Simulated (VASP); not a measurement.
# AlN (Fm-3m) in VASP: band structure with PBE

Aim: the band structure of AlN with PBE.

All numbers are computed with VASP 6.6.1; they aren't measurements. Logs are shortened: lines on timing, memory, paths and dates and some standing lists are left out, and cuts for length are marked.

## (1) The structure

It takes space group Fm-3m (No. 225, cubic). The conventional cell has a = 4.068 Å, b = 4.068 Å, c = 4.068 Å, α = 90.00°, β = 90.00°, γ = 90.00°. Around Al (site symmetry m-3m) lie 6 N at 2.03 Å. Around N (site symmetry m-3m) lie 6 Al at 2.03 Å.

Measurements of this composition are mostly on another form, of space group No. 186.

## (2) Band structure, PBE

The input, INCAR:

```
SYSTEM = AlN
PREC = Accurate ; ENCUT = 520
EDIFF = 1E-7 ; ISMEAR = 0
SIGMA = 0.03 ; LREAL = .False.
LASPH = .True. ; NELM = 80
ALGO = Normal ; ISIF = 2
LWAVE = .False. ; LCHARG = .False.
GGA = PE ; NBANDS = 11
ICORELEVEL = 1
```

The input, KPOINTS:

```
Automatic mesh
0
Gamma
  12 12 12
  0 0 0
```

The input, POSCAR:

```
AlN                                     
1.0
    0.0000000000      2.0341110558      2.0341110558
    2.0341110558     -0.0000000000      2.0341110558
    2.0341110558      2.0341110558     -0.0000000000
  Al              N             
     1     1
Direct
     0.5000000000000000    0.5000000000000000    0.5000000000000000
     0.0000000000000000    0.0000000000000000    0.0000000000000000
```

The input, KPOINTS_OPT:

```
explicit points
209
Reciprocal
 0.0000000000  0.0000000000  0.0000000000 1
 0.0263157895  0.0000000000  0.0263157895 1
 0.0526315789  0.0000000000  0.0526315789 1
 0.0789473684  0.0000000000  0.0789473684 1
 0.1052631579  0.0000000000  0.1052631579 1
 0.1315789474  0.0000000000  0.1315789474 1
[... 201 lines left out ...]
 0.4250000000  0.0000000000  0.4250000000 1
 0.4500000000  0.0000000000  0.4500000000 1
```

Potentials or basis: VASP PAW PBE potentials, release 64 (Al, N).

Started as:

```sh
> cat potpaw_PBE.64/Al/POTCAR potpaw_PBE.64/N/POTCAR > POTCAR
> mpirun -np 1 vasp_std > vasp.out
```

OUTCAR:

```text
SYSTEM = AlN
   PREC = Accurate
   ENCUT = 520
   EDIFF = 1E-7
   ISMEAR = 0
   LREAL = .False.
   LASPH = .True.
   NELM = 80
   ISIF = 2
   GGA = PE

 ion  position               nearest neighbor table
   1  0.500  0.500  0.500-   2 2.03   2 2.03   2 2.03   2 2.03   2 2.03   2 2.03
   2  0.000  0.000  0.000-   1 2.03   1 2.03   1 2.03   1 2.03   1 2.03   1 2.03

  LATTYP: Found a face centered cubic cell.
 ALAT       =     4.0682221116

  Lattice vectors:

 A1 = (   0.0000000000,   2.0341110558,   2.0341110558)
 A2 = (   2.0341110558,   0.0000000000,   2.0341110558)
 A3 = (   2.0341110558,   2.0341110558,   0.0000000000)

Analysis of symmetry for initial positions (statically):
=====================================================================
 Subroutine PRICEL returns:
 Original cell was already a primitive cell.

 Routine SETGRP: Setting up the symmetry group for a
 face centered cubic supercell.

 Subroutine GETGRP returns: Found 48 space group operations
 (whereof 48 operations were pure point group operations)
 out of a pool of 48 trial point group operations.

The static configuration has the point symmetry O_h .

Analysis of symmetry for dynamics (positions and initial velocities):
=====================================================================
 Subroutine PRICEL returns:
 Original cell was already a primitive cell.

 Routine SETGRP: Setting up the symmetry group for a
 face centered cubic supercell.

 Subroutine GETGRP returns: Found 48 space group operations
 (whereof 48 operations were pure point group operations)
 out of a pool of 48 trial point group operations.

The dynamic configuration has the point symmetry O_h .

 Subroutine INISYM returns: Found 48 space group operations
 (whereof 48 operations are pure point group operations),
 and found     1 'primitive' translations

----------------------------------------------------------------------------------------

                                     Primitive cell

  volume of cell :      16.8327

  direct lattice vectors                    reciprocal lattice vectors
     0.000000000  2.034111056  2.034111056    -0.245807621  0.245807621  0.245807621
     2.034111056  0.000000000  2.034111056     0.245807621 -0.245807621  0.245807621
     2.034111056  2.034111056  0.000000000     0.245807621  0.245807621 -0.245807621

  length of vectors
     2.876667442  2.876667442  2.876667442     0.425751289  0.425751289  0.425751289

  position of ions in fractional coordinates (direct lattice)
     0.500000000  0.500000000  0.500000000
     0.000000000  0.000000000  0.000000000

  ion indices of the primitive-cell ions
   primitive index   ion index
                 1           1
                 2           2

----------------------------------------------------------------------------------------

 KPOINTS: Automatic mesh

Automatic generation of k-mesh.
 Grid dimensions read from file:
 generate k-points for:   12   12   12

 Generating k-lattice:

  Cartesian coordinates                     Fractional coordinates (reciprocal lattice)
    -0.020483968  0.020483968  0.020483968     0.083333333  0.000000000  0.000000000
     0.020483968 -0.020483968  0.020483968     0.000000000  0.083333333  0.000000000
     0.020483968  0.020483968 -0.020483968     0.000000000  0.000000000  0.083333333

  Length of vectors
     0.035479274  0.035479274  0.035479274

  Shift w.r.t. Gamma in fractional coordinates (k-lattice)
     0.000000000  0.000000000  0.000000000

 Subroutine IBZKPT returns following result:
 ===========================================

 Found     72 irreducible k-points:

 Following reciprocal coordinates:
            Coordinates               Weight
  0.000000  0.000000  0.000000      1.000000
  0.083333  0.000000  0.000000      8.000000
  0.166667  0.000000  0.000000      8.000000
  0.250000  0.000000  0.000000      8.000000
  0.333333  0.000000  0.000000      8.000000
  0.416667  0.000000  0.000000      8.000000
[... 16 lines left out ...]
  0.500000  0.166667  0.000000     24.000000
 -0.416667  0.166667  0.000000     24.000000
 [... further k-points ...]
   k-points           NKPTS =     72   k-points in BZ     NKDIM =     72   number of bands    NBANDS=     11
   number of dos      NEDOS =    301   number of ions     NIONS =      2
   total plane-waves  NPLWV =  13824
   dimension x,y,z NGX =    24 NGY =   24 NGZ =   24
   dimension x,y,z NGXF=    48 NGYF=   48 NGZF=   48
   ions per type =               1   1
   NGX,Y,Z   is equivalent  to a cutoff of  13.87, 13.87, 13.87 a.u.
   NGXF,Y,Z  is equivalent  to a cutoff of  27.74, 27.74, 27.74 a.u.
 SYSTEM =  AlN
   PREC   = accura    normal or accurate (medium, high low for compatibility)
   ISTART =      0    job   : 0-new  1-cont  2-samecut
   ICHARG =      2    charge: 1-file 2-atom 10-const
   ISPIN  =      1    spin polarized calculation?
   LNONCOLLINEAR =      F non collinear calculations
   LSORBIT =      F    spin-orbit coupling
   LASPH  =      T    aspherical Exc in radial PAW
   ENCUT  =  520.0 eV  38.22 Ry    6.18 a.u.   5.35  5.35  5.35*2*pi/ulx,y,z
   NELM   =     80;   NELMIN=  2; NELMDL= -5     # of ELM steps
   EDIFF  = 0.1E-06   stopping-criterion for ELM
   LREAL  =      F    real-space projection
   EDIFFG = 0.1E-05   stopping-criterion for IOM
   NSW    =      0    number of steps for IOM
   IBRION =     -1    ionic relax: 0-MD 1-quasi-New 2-CG
   NFREE  =      0    steps in history (QN), initial steepest desc. (CG)
   ISIF   =      2    stress and relaxation
   ISYM   =      2    0-nonsym 1-usesym 2-fastsym
   POTIM  = 0.5000    time-step for ionic-motion
   TEBEG  =    0.0;   TEEND  =   0.0 temperature during run
   PSTRESS=    0.0 pullay stress
   NELECT =       8.0000    total number of electrons
   NUPDOWN=      -1.0000    fix difference up-down
   EMIN   =  10.00;   EMAX   =-10.00  energy-range for DOS
   EFERMI =   0.00;   METHOD = LEGACY
   ISMEAR =     0;   SIGMA  =   0.03  broadening in eV -4-tet -1-fermi 0-gaus
   EFERMI_NEDOS =   21; number of points for ismear=-14 and -15
   IALGO  =     38    algorithm
   IMIX   =      4    mixing-type and parameters
     AMIX     =   0.40;   BMIX     =  1.00
     AMIX_MAG =   1.60;   BMIX_MAG =  1.00
  volume/ion in A,a.u.               =       8.42        56.80
  Fermi-wavevector in a.u.,A,eV,Ry     =   1.277576  2.414269 22.207444  1.632201
  Thomas-Fermi vector in A             =   2.410168
   LORBIT       =      0    0 simple, 1 ext, 2 COOP (PROOUT), +10 PAW based schemes
   GGA     = PE    functional components
   LHFCALC =     F    Hartree Fock is set to
   AEXX    =    0.0000 exact exchange contribution
   IVDW    =     0    specifies the selected vdW correction
   LEPSILON=     F    determine dielectric tensor
   LRPA    =     F    only Hartree local field effects (RPA)
 non-spin polarized calculation
 Gauss-broadening in eV      SIGMA  =   0.03
  energy-cutoff  :      520.00
  volume of cell :       16.83
 maximum number of plane-waves:       465
 NGX is ok and might be reduce to    24
   NGX = 11   NGY = 11   NGZ = 11

 number of electron       7.9999999 magnetization

 Free energy of the ion-electron system (eV)
  ---------------------------------------------------
  ext. energy  EPLUGINS =         0.00000000
  ---------------------------------------------------
  free energy    TOTEN  =       -14.54593169 eV

  energy without entropy =      -14.54593169  energy(sigma->0) =      -14.54593169

 the core state eigenenergies are
   1-  1s  -1495.3512  2s    -92.3904  2p    -53.8553
   2-  1s   -364.8923

 E-fermi :   9.8426     XC(G=0): -12.1992

 val. band max:        9.7253923786   @ k =   0.0000   0.0000   0.0000
 cond. band min:      14.1548400085   @ k =   0.5000   0.5000   0.0000
 fundamental gap:      4.4294476299
 Fermi energy:         9.8426071523

 k-point     1 :       0.0000    0.0000    0.0000
  band No.  band energies     occupation
      1      -7.6606      2.00000
      2       9.7254      2.00000
      3       9.7254      2.00000
      4       9.7254      2.00000
      5      15.1402      0.00000
      6      21.8329      0.00000
      7      21.8329      0.00000
      8      21.8329      0.00000
      9      26.9242      0.00000
     10      27.3794      0.00000
     11      27.3794      0.00000

 k-point     2 :       0.0833    0.0000    0.0000
  band No.  band energies     occupation
      1      -7.5203      2.00000
      2       8.9908      2.00000
      3       9.6420      2.00000
      4       9.6420      2.00000
      5      15.6180      0.00000
      6      21.1303      0.00000
      7      22.0442      0.00000
      8      22.0442      0.00000
      9      26.0218      0.00000
     10      26.0218      0.00000
     11      27.7403      0.00000

 k-point     3 :       0.1667    0.0000    0.0000
  band No.  band energies     occupation
      1      -7.1083      2.00000
      2       7.3450      2.00000
      3       9.4264      2.00000
      4       9.4264      2.00000
      5      16.3431      0.00000
      6      20.3894      0.00000
      7      22.3318      0.00000
      8      22.3318      0.00000
      9      25.1222      0.00000
     10      25.1222      0.00000
     11      27.3170      0.00000

 k-point     4 :       0.2500    0.0000    0.0000
  band No.  band energies     occupation
      1      -6.4556      2.00000
      2       5.4268      2.00000
      3       9.1566      2.00000
      4       9.1566      2.00000
      5      16.4393      0.00000
      6      20.7018      0.00000
      7      21.9132      0.00000
      8      21.9132      0.00000
      9      25.7719      0.00000
     10      25.7719      0.00000
     11      26.6182      0.00000
[... 197 lines left out ...]
 k-point    19 :       0.1667    0.1667    0.0000
  band No.  band energies     occupation
      1      -6.9278      2.00000
      2       7.5782      2.00000
      3       8.8477      2.00000
      4       8.8477      2.00000
      5      17.0501      0.00000
      6      18.8185      0.00000
      7      21.8433      0.00000
      8      23.2698      0.00000
      9      23.2698      0.00000
     10      28.2562      0.00000
     11      29.9240      0.00000

 k-point    20 :       0.2500    0.1667    0.0000
  band No.  band energies     occupation
      1      -6.4490      2.00000
      2       6.3850      2.00000
      3       8.5033      2.00000
      4       8.5097      2.00000
      5      17.4556      0.00000
      6      18.3425      0.00000
      7      20.7743      0.00000
      8      23.5917      0.00000
      9      24.1091      0.00000
     10      28.3137      0.00000
     11      30.1037      0.00000

 k-point    21 :       0.3333    0.1667    0.0000
  band No.  band energies     occupation
      1      -5.7619      2.00000
      2       4.8440      2.00000
      3       8.0152      2.00000
      4       8.2569      2.00000
      5      17.1922      0.00000
      6      19.0582      0.00000
      7      20.1009      0.00000

------------------------ aborting loop because EDIFF is reached ----------------------------------------

  FORCE on cell =-STRESS in cart. coord.  units (eV):
  Direction    XX          YY          ZZ          XY          YZ          ZX
  --------------------------------------------------------------------------------------
  -------------------------------------------------------------------------------------
  Total        0.0169949      0.0169949      0.0169949     -0.0000000      0.0000000      0.0000000
  in kB        1.6176154      1.6176154      1.6176154     -0.0000000      0.0000000      0.0000000
  external PRESSURE =       1.6176154 kB  Pullay stress =       0.0000000 kB

 VOLUME and BASIS-vectors are now :
 -----------------------------------------------------------------------------
  energy-cutoff  :      520.00
  volume of cell :       16.83
      direct lattice vectors                 reciprocal lattice vectors
     0.000000000  2.034111056  2.034111056    -0.245807621  0.245807621  0.245807621
     2.034111056  0.000000000  2.034111056     0.245807621 -0.245807621  0.245807621
     2.034111056  2.034111056  0.000000000     0.245807621  0.245807621 -0.245807621

 POSITION                                       TOTAL-FORCE (eV/Angst)
 -----------------------------------------------------------------------------------
      2.03411      2.03411      2.03411         0.000000      0.000000     -0.000000
      0.00000      0.00000      0.00000         0.000000      0.000000      0.000000
 -----------------------------------------------------------------------------------
    total drift:                                0.000000     -0.000000     -0.000000

  FREE ENERGIE OF THE ION-ELECTRON SYSTEM (eV)
  ---------------------------------------------------
  free  energy   TOTEN  =       -14.5459316896 eV

  energy  without entropy=      -14.5459316896  energy(sigma->0) =      -14.54593169
```

It took 12 s on 1 thread of Intel Xeon 6975P-C (Granite Rapids), shared host; peak memory 0.15 GiB.

What came out:

```
Free energy             : -14.5459 eV
Pressure                : 0.2 GPa
Band gap on the k mesh  : 4.43 eV, indirect (least direct gap 5.41 eV)
Band gap along the path : 4.43 eV, indirect (least direct gap 5.41 eV)
```

Levels at the corners of the path, in eV from the valence-band top:
```
point  band 2  band 3  band 4  band 5  band 6  band 7
    Γ    0.00    0.00    0.00    5.41   12.11   12.11
    X   -7.26   -2.75   -2.75    4.43    5.33   13.82
    X   -7.26   -2.75   -2.75    4.43    5.33   13.82
    W   -5.60   -5.60   -3.86    7.91   10.62   10.62
    W   -5.60   -5.60   -3.86    7.91   10.62   10.62
    K   -6.41   -5.38   -2.25    5.74    9.14   12.61
    K   -6.41   -5.38   -2.25    5.74    9.14   12.61
    Γ    0.00    0.00    0.00    5.41   12.11   12.11
    Γ    0.00    0.00    0.00    5.41   12.11   12.11
    L   -8.19   -1.04   -1.04    6.02   10.85   10.85
    L   -8.19   -1.04   -1.04    6.02   10.85   10.85
    U   -6.41   -5.38   -2.25    5.74    9.14   12.61
    U   -6.41   -5.38   -2.25    5.74    9.14   12.61
    W   -5.60   -5.60   -3.86    7.91   10.62   10.62
    W   -5.60   -5.60   -3.86    7.91   10.62   10.62
    L   -8.19   -1.04   -1.04    6.02   10.85   10.85
    L   -8.19   -1.04   -1.04    6.02   10.85   10.85
    K   -6.41   -5.38   -2.25    5.74    9.14   12.61
    U   -6.41   -5.38   -2.25    5.74    9.14   12.61
    X   -7.26   -2.75   -2.75    4.43    5.33   13.82
```

Core levels (eV, on the scale of the bands):
```csv
atom,levels
1 Al,"1s -1495.4, 2s -92.4, 2p -53.9"
2 N,1s -364.9
```
